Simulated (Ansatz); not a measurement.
Input of an Ansatz 0.2.0 run:

input.yaml

```yaml
crystal:
  lattice:
    - [2.4705617809, 0.0, 0.0]
    - [-1.2352808905, 2.1395692639, 0.0]
    - [0.0, 0.0, 8.0882338]
  atoms:
    - { symbol: Co, position: [0.6666666667, 0.3333333333, 0.75], spin: 2.0 }
    - { symbol: Co, position: [0.0, 0.0, 0.5], spin: 2.0 }
    - { symbol: Co, position: [0.3333333333, 0.6666666667, 0.25], spin: 2.0 }
    - { symbol: Co, position: [0.0, 0.0, 0.0], spin: 2.0 }
kpoints:
  mp_grid: { grid: [12, 12, 4] }
scf:
  occupations: { method: fermi_dirac, width: 0.05 }
hamiltonian:
  xc: pbesol
  pseudopotentials: { kind: all_electron, lapw: { basis_error: 0.002 } }
magnetization:
  spin_polarized: true
output:
  forces: true
  stress: true
relax:
  f_tol: 0.005
  max_steps: 60
  cell: { p_target: 10 }
```

Potentials or basis: all-electron LAPW, scalar-relativistic.

Command:

```console
$ ansatz run input.yaml --threads 4 --pin off --max-ram 12288MiB --backend cpu --events-out ev --progress --plain --runs-dir out
```

Task: Predict the space group after relaxing (to 0.05 Å).

Result: P6_3/mmc (No. 194).

Task: Estimate the net moment.

Result: 6.24 μB per cell.

Final structure:
```xyz
4
Lattice="2.4255 0.0000 0.0000 -1.2127 2.1005 0.0000 0.0000 0.0000 7.8567" Properties=species:S:1:pos:R:3 pbc="T T T"
Co    1.2127    0.7002    5.8925
Co    0.0000    0.0000    3.9283
Co    0.0000    1.4003    1.9642
Co    0.0000    0.0000    0.0000
```
